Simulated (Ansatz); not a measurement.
# A vibration from a frozen displacement in TiAl

The calculation used Ansatz, DFT PBEsol, scalar-relativistic, plane waves, PAW. The runs took a 420 eV cutoff, a Γ-centred 18×18×10 mesh and Gaussian smearing (0.15 eV). No spin polarisation. Energies are free energies at this smearing, counted from the undisturbed cell; pressure is positive in compression.

The undisturbed cell (as given, not relaxed at this level; it stands at -2.8 GPa, and it needn't be the usual structure):

```xyz
2
Lattice="2.8673 0.0000 0.0000 -1.4336 2.4831 0.0000 0.0000 0.0000 4.6781" Properties=species:S:1:pos:R:3 pbc="T T T"
Ti   -1.4336    2.4831    0.0000
Al    0.0000    1.6554    2.3390
```

Every Ti atom is moved by x along the Cartesian unit vector (0.000, 0.000, 1.000); the cell and all other atoms stay fixed. The cell's volume is 33.31 Å³; the moved atoms weigh 47.867 u together and the others 26.982 u. Some rows repeat others by symmetry and weren't run.

```csv
x (Å),ΔE (meV/cell),total force on the moved atoms along the move (eV/Å),pressure (GPa)
-0.2000,135.51,1.3786,-0.9407
-0.1750,103.33,1.1966,-1.3871
-0.1500,75.64,1.0184,-1.7735
-0.1250,52.37,0.8436,-2.1002
-0.1000,33.43,0.6715,-2.3672
-0.0750,18.77,0.5017,-2.5746
-0.0500,8.33,0.3336,-2.7227
-0.0250,2.08,0.1666,-2.8116
0.0000,0.00,0.0000,-2.8412
0.0250,2.08,-0.1666,-2.8116
0.0500,8.33,-0.3336,-2.7227
0.0750,18.77,-0.5017,-2.5746
0.1000,33.43,-0.6715,-2.3672
0.1250,52.37,-0.8436,-2.1002
0.1500,75.64,-1.0184,-1.7735
0.1750,103.33,-1.1966,-1.3871
0.2000,135.51,-1.3786,-0.9407
```

Q: What frequency belongs to this motion?

A: The force constant is k = −dF/dx = 6.664 eV/Å², from the parabola through x = -0.0250, 0 and 0.0250. In every cell the moved atoms swing against the rest, so the mass is μ = m₁m₂/(m₁ + m₂) = 17.255 u, and ν̃ = 521.5 cm⁻¹ × √(|k|/μ) = 324 cm⁻¹, at this cell's pressure of -2.8 GPa. To first order in x, and within 1 %, the force on every atom lies along the move and, within each of the two groups, in proportion to the atom's mass, so this is itself a mode at the zone centre of this cell.

Q: How far does the harmonic law reach?

A: At x = -0.200 Å, kx²/2 = 133.28 meV against the computed 135.51 meV (+1.7 %): the well is still close to harmonic there.

Q: The pressure changes with x². What does that say about the frequency under compression?

A: With E = k(V)x²/2, k ∝ V^(−2γ) and x scaling with the cell as V^(1/3), P − P0 = −∂E/∂V = (2γ − 2/3) ΔE/V. At x = 0.0500 Å, V(P − P0) = 33.31 × 0.11847 / 160.2 eV = 24.63 meV and ΔE = 8.33 meV, so γ = 1/3 + V(P − P0)/(2ΔE) = 1.81. This is the Grüneisen parameter of the motion under uniform scaling of the cell: shrinking the cell evenly by 1 % in volume raises the frequency by about 1.81 %.

In a metal these slopes depend on the k mesh and the smearing.